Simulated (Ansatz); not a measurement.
**Course of a relaxation: Al**

The guess for Al was made by a generator: one element on all sites of the Te type (Pmma, No. 51). Lengths were set from tabulated atomic sizes, so they are only a guess.

```
CELL_PARAMETERS angstrom
7.36973 0.00000 0.00000
0.00000 2.52125 0.00000
0.00000 0.00000 3.56459
ATOMIC_POSITIONS crystal
Al 0.75000 0.50000 0.52062
Al 0.25000 0.50000 0.47938
Al 0.00000 0.50000 0.00000
Al 0.50000 0.50000 0.00000
```

Computed with Ansatz 0.2.0, DFT PBE, scalar-relativistic, plane waves, PAW. Cutoff 420 eV, Gaussian smearing, Γ-centred meshes. Cell and atoms relax first on a coarse mesh and then on a finer one. In between, the cell is made exact in the group found at 0.06 Å. In metals the finer mesh still leaves noise of several meV/atom or more. The steps can't lower the symmetry of their start. No spin polarisation.

Steps on the 4×6×6 mesh (4 atoms, 12 steps). The free energy counts from the last step; some steps are skipped; the plane-wave basis is renewed at times, which shifts energy and pressure.

| step | ΔF (meV/atom) | V (Å³/atom) | P (GPa) | largest force component (eV/Å) |
| --- | --- | --- | --- | --- |
| 1 | 352.7 | 16.56 | 17.42 | 0.501 |
| 2 | 200.6 | 18.69 | 5.34 | 0.241 |
| 3 | 163.3 | 19.42 | 2.38 | 0.129 |
| 5 | 93.6 | 19.54 | -0.93 | 0.016 |
| 6 | 38.9 | 19.10 | -0.49 | 0.000 |
| 7 | 14.6 | 18.55 | 0.50 | 0.005 |
| 8 | 13.3 | 18.82 | -0.29 | 0.003 |
| 10 | 0.2 | 18.75 | 0.39 | 0.003 |
| 11 | 0.0 | 18.80 | 0.17 | 0.003 |
| 12 | 0.0 | 18.80 | 0.17 | 0.003 |

The relaxed structure, after a last relaxation on the converged mesh:

```xyz
1
Lattice="2.7806 0.0000 0.0000 -1.3903 2.4081 0.0000 0.0000 0.0000 2.8038" Properties=species:S:1:pos:R:3 pbc="T T T"
Al    0.0000    0.0000    1.4019
```

The symmetry goes from Pmma (No. 51) to P6/mmm (No. 191), and the primitive cell from 4 to 1 atom. The end has the simple hexagonal type. The volume per atom grows by 13.4 %, from 16.6 to 18.8 Å³. The shortest distance goes from 2.51 Å (Al–Al) to 2.78 Å (Al–Al). The energy falls by about 0.36 eV/atom (the start's value is from the coarse mesh). The end is written in a standard setting, so origin, axes and order of atoms can differ from the start's. Around Al lie 8 Al at 2.78–2.80 Å.

* Volume per atom: 18.77 Å³
* Density: 2.39 g/cm³
* Energy over the standard state: +0.22 eV/atom
* Gap on the 22×22×20 mesh of the 1-atom cell: 0 eV (a metal)

Energies count from the standard state of Al at the same level.

The last run used Gaussian smearing of 0.10 eV. A later test with randomly moved atoms led to a structure 220 meV/atom lower, so this end is a saddle point or a shallow minimum. In all, the 3 runs took 2.2 min on 1 thread of Arm Neoverse V1 (shared host).
